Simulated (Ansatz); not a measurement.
The system is CuO.

```
CELL_PARAMETERS angstrom
2.34185 -1.71130 0.00000
-1.49182 -1.71130 -5.05787
2.34185 5.13390 0.00000
ATOMIC_POSITIONS crystal
Cu 0.32133 0.95658 0.29054
Cu 0.67867 0.04342 0.70946
Cu 0.32256 0.52186 0.68365
Cu 0.67744 0.47814 0.31635
O 0.41767 0.70732 0.00990
O 0.41393 0.79268 0.65850
O 0.22494 0.34817 0.07342
O 0.94346 0.15183 0.25818
```

| Property | Result |
| --- | --- |
| Program | Ansatz 0.2.0 |
| Task | relaxation of cell and atoms |
| Functional | PBE |
| Potentials or basis | Ansatz PAW |
| Cutoff | 420 eV (not typed: the program's choice for these potentials) |
| k mesh | 9 × 5 × 5 |
| Occupations | fermi-dirac, width 0.05 eV |
| Spin | no spin polarisation |
| Hubbard terms | Cu d U = 4.5 eV |

At the start: volume 10.13 Å³/atom.

How do energy, volume and symmetry change on relaxing?

It ends after 38 steps and the volume is 11.38 Å³/atom (+12.3 %); space group P4_2/mmc (No. 131, to 0.05 Å).

Step by step:
| step | energy change (eV) | largest force (eV/Å) | volume (Å³) |
| --- | --- | --- | --- |
| 1 | 0.0000 | 17.0479 | 81.08 |
| 2 | -3.9245 | 8.2049 | 88.62 |
| 3 | -6.7965 | 2.5542 | 92.56 |
| 4 | -7.8082 | 1.2175 | 93.18 |
| 5 | -8.3880 | 0.8155 | 93.49 |
| 6 | -8.8901 | 1.5361 | 92.45 |
| 7 | -9.4696 | 2.7293 | 90.90 |
| 8 | -9.8936 | 1.5948 | 88.76 |
| 9 | -10.2292 | 1.4332 | 84.96 |
| 10 | -10.8259 | 0.5642 | 84.79 |
| 11 | -11.0096 | 0.3424 | 86.36 |
| 12 | -11.1667 | 0.4117 | 86.56 |
| 13 | -11.3804 | 0.5559 | 86.28 |
| 14 | -11.4477 | 1.0779 | 86.23 |
| 15 | -11.5646 | 0.0974 | 86.48 |
| 16 | -11.5691 | 0.0161 | 86.43 |
| 17 | -11.5688 | 0.0030 | 86.58 |
| 18 | -11.5689 | 0.0018 | 86.57 |
| 19 | -11.5690 | 0.0002 | 86.57 |
| 20 | -11.6758 | 0.0032 | 86.57 |
| 21 | -11.7305 | 0.1171 | 88.50 |
| 22 | -11.7481 | 0.0200 | 89.60 |
| 23 | -11.7496 | 0.0027 | 89.50 |
| 24 | -11.7496 | 0.0031 | 89.50 |
| 25 | -11.7946 | 0.0025 | 89.50 |
| 26 | -11.8122 | 0.0142 | 90.14 |
| 27 | -11.8160 | 0.0178 | 90.83 |
| 28 | -11.8175 | 0.0109 | 90.57 |
| 29 | -11.8173 | 0.0022 | 90.63 |
| 30 | -11.8329 | 0.0021 | 90.63 |
| 31 | -11.8377 | 0.0018 | 90.88 |
| 32 | -11.8380 | 0.0009 | 90.97 |
| 33 | -11.8380 | 0.0002 | 90.97 |
| 34 | -11.8418 | 0.0003 | 90.97 |
| 35 | -11.8428 | 0.0011 | 91.03 |
| 36 | -11.8435 | 0.0013 | 91.03 |
| 37 | -11.8437 | 0.0014 | 91.06 |
| 38 | -11.8439 | 0.0015 | 91.06 |

Final structure:
```
Cu O
1.0
     2.48623   -1.48739    0.62594
    -2.92046   -1.46655   -5.75270
     2.99588    5.15962    0.21144
Cu O
4 4
Direct
  0.25000 0.00000 0.25000
  0.75000 0.00000 0.75000
  0.25000 0.50000 0.75000
  0.75000 0.50000 0.25000
  0.62393 0.87509 0.99970
  0.37607 0.62492 0.50031
  0.12394 0.37508 0.99969
  0.87606 0.12491 0.50030
```

Caveat: the electronic state changed during the relaxation; the plane-wave basis is chosen anew once the cell has moved, so the energies of steps on either side of that aren't comparable; the pressure holds a Pulay correction of +0.6 GPa for the finite cutoff; the volume moved by +12 % from the deposited cell, more than functionals usually miss; the run has no spin polarisation, though such a crystal can be magnetic; U without spin polarisation on a metal has little footing.
